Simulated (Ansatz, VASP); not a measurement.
This is a calculation of NiO for Ansatz 0.2.0.

Contents of input.yaml:

```yaml
crystal:
  lattice:
    - [0.0, 2.0859016414, 2.0859016414]
    - [2.0859016414, 0.0, 2.0859016414]
    - [2.0859016414, 2.0859016414, 0.0]
  atoms:
    - { symbol: Ni, position: [0.0, 0.0, 0.0], spin: 1.0 }
    - { symbol: O, position: [0.5, 0.5, 0.5] }
hamiltonian:
  xc: pbe
  pseudopotentials: { kind: paw }
magnetization:
  spin_polarized: true
kpoints:
  mp_grid: { grid: [11, 11, 11] }
scf:
  occupations: { method: fermi_dirac, width: 0.05 }
output:
  forces: true
  stress: true
relax:
  f_tol: 0.01
  max_steps: 40
  cell: { stress_tol: 0.05 }
```

Potentials or basis: Ansatz PAW.

The run is started by

```console
$ ansatz run input.yaml --threads 2 --pin off --max-ram 5632MiB --backend cpu --events-out ev --progress --plain --runs-dir out
```

Question: Translate it to VASP 6.6.1. Potentials there: VASP PAW PBE potentials, release 64 (Ni, O).

Answer: As run (the cutoff follows the program's own potentials):

Contents of INCAR:

```
PREC     = Accurate       # precision mode
ENCUT    = 580            # plane-wave cutoff, eV
EDIFF    = 1E-6           # SCF threshold, eV
ISMEAR   = -1             # smearing method
SIGMA    = 0.05           # smearing width, eV
LREAL    = F              # projectors in reciprocal space
LASPH    = T              # aspherical terms in the spheres
NELM     = 120            # most SCF steps
ALGO     = Fast           # electronic algorithm
ISIF     = 3              # what is computed and relaxed
LWAVE    = F              # write WAVECAR
LCHARG   = F              # write CHGCAR
ISPIN    = 2              # spin polarisation
MAGMOM   = 1 0            # initial moments
LORBIT   = 11             # projections on sites
LMAXMIX  = 4              # l up to which the mixer works
GGA      = PE             # functional
IBRION   = 2              # ionic algorithm
NSW      = 40             # ionic steps
EDIFFG   = -0.01          # ionic threshold
```

Contents of KPOINTS:

```
regular mesh
0
Gamma
  11 11 11
```

File POSCAR:

```
NiO
1.0
    0.0000000000      2.0859016414      2.0859016414
    2.0859016414      0.0000000000      2.0859016414
    2.0859016414      2.0859016414      0.0000000000
Ni O
1 1
Direct
    0.0000000000      0.0000000000      0.0000000000
    0.5000000000      0.5000000000      0.5000000000
```

Potentials or basis: VASP PAW PBE potentials, release 64 (Ni, O).

Run with:

```console
$ cat potpaw_PBE.64/Ni/POTCAR potpaw_PBE.64/O/POTCAR > POTCAR
$ mpirun -np 1 vasp_std > vasp.out
```

Both were run:

|  | VASP | Ansatz | Ansatz less VASP |
| --- | --- | --- | --- |
| net moment per atom (μB) | 0.89 | 0.91 | +0.019 |
| size of the moment on the site where the two differ most (μB) | 0.27 | 0.29 | +0.024 |
| relaxed volume (Å³/atom) | 9.35 | 9.37 | +0.028 |
| relaxed cell length with the largest relative difference (Å) | 2.979 | 2.982 | +0.0030 |
| energy change over the relaxation (meV/atom) | -4 | -5 | -1.1 |

Site moments also hang on the region over which each program counts them. The two sets of potentials don't hold the same shells in valence.

Caveats: a cell with one magnetic atom can't hold antiferromagnetic order, which such compounds often take; the plane-wave basis is chosen anew once the cell has moved, so the energies of steps on either side of that aren't comparable (Ansatz); the pressure holds a Pulay correction of +0.7 GPa for the finite cutoff (Ansatz). Zero-point motion and thermal expansion aren't in these numbers. PBE usually gives volumes a little too large and moduli too small.
